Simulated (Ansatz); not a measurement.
Crystal: TiTe2.

```
CELL_PARAMETERS angstrom
3.77700 0.00000 0.00000
-1.88850 3.27098 0.00000
0.00000 0.00000 6.49800
ATOMIC_POSITIONS crystal
Te 0.33333 0.66667 0.73720
Te 0.66667 0.33333 0.26280
Ti 0.00000 0.00000 0.00000
```

Base run:

| Property | Result |
| --- | --- |
| Program | Ansatz 0.2.0 |
| Functional | PBEsol |
| Potentials or basis | Ansatz PAW |
| Cutoff | 420 eV |
| Density cutoff | 1680 eV |
| k mesh | 8 × 8 × 4 |
| Occupations | fermi-dirac, width 0.05 eV |
| Spin | no spin polarisation |
| Hubbard terms | Ti d U = 3 eV |

Its results: band gap on the k mesh none (metal or under the smearing width); pressure 0.1 GPa; largest force 0.078 eV/Å.

Problem. The run is repeated on the same cell with these changes: hubbard terms from Ti d U = 3 eV to none; hubbard projectors from ortho-atomic (the default) to none. What comes out?

Solution. Band gap on the k mesh none (metal or under the smearing width); pressure -2.3 GPa; largest force 0.128 eV/Å.

Caveats: this functional lacks dispersion, which binds the layers, so the pressure and a relaxed spacing across them are unreliable; the PAW data sets come from PBE, with cores solved anew for the run's functional, which leaves a small shift of forces and pressure; U without spin polarisation on a metal has little footing (some runs); the U is typed as a test and isn't derived for this compound (some runs).

Not every run made on this cell is shown here.
